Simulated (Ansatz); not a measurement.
**Rh, hcp: how the functional moves the structure**

All rows: Ansatz, plane waves with scalar-relativistic PAW, 420 eV (500 eV for the SCAN forms), relaxed under each functional, no dispersion correction, no zero-point motion. B₀ comes from uniform scaling at fixed shape; a dash is a value not given.

```json
{"functional": "PBE", "V (Å³/atom)": "14.10", "cell": "a = 2.723 Å, c = 4.394 Å (c/a = 1.614)", "B₀ (GPa)": "255", "magnetic state": "non-magnetic", "ΔE to fcc (meV/atom)": "38"}
{"functional": "r²SCAN", "V (Å³/atom)": "13.77", "cell": "a = 2.701 Å, c = 4.358 Å (c/a = 1.613)", "B₀ (GPa)": "-", "magnetic state": "non-magnetic", "ΔE to fcc (meV/atom)": "47"}
{"functional": "PBEsol", "V (Å³/atom)": "13.58", "cell": "a = 2.689 Å, c = 4.337 Å (c/a = 1.613)", "B₀ (GPa)": "293", "magnetic state": "spin not included", "ΔE to fcc (meV/atom)": "41"}
{"functional": "revPBE", "V (Å³/atom)": "14.32", "cell": "a = 2.738 Å, c = 4.411 Å (c/a = 1.611)", "B₀ (GPa)": "241", "magnetic state": "spin not included", "ΔE to fcc (meV/atom)": "37"}
{"functional": "RPBE", "V (Å³/atom)": "14.39", "cell": "a = 2.743 Å, c = 4.418 Å (c/a = 1.611)", "B₀ (GPa)": "236", "magnetic state": "spin not included", "ΔE to fcc (meV/atom)": "37"}
{"functional": "BLYP", "V (Å³/atom)": "14.91", "cell": "a = 2.777 Å, c = 4.466 Å (c/a = 1.608)", "B₀ (GPa)": "213", "magnetic state": "spin not included", "ΔE to fcc (meV/atom)": "36"}
```

PBEsol gives the smallest volume and BLYP the largest.
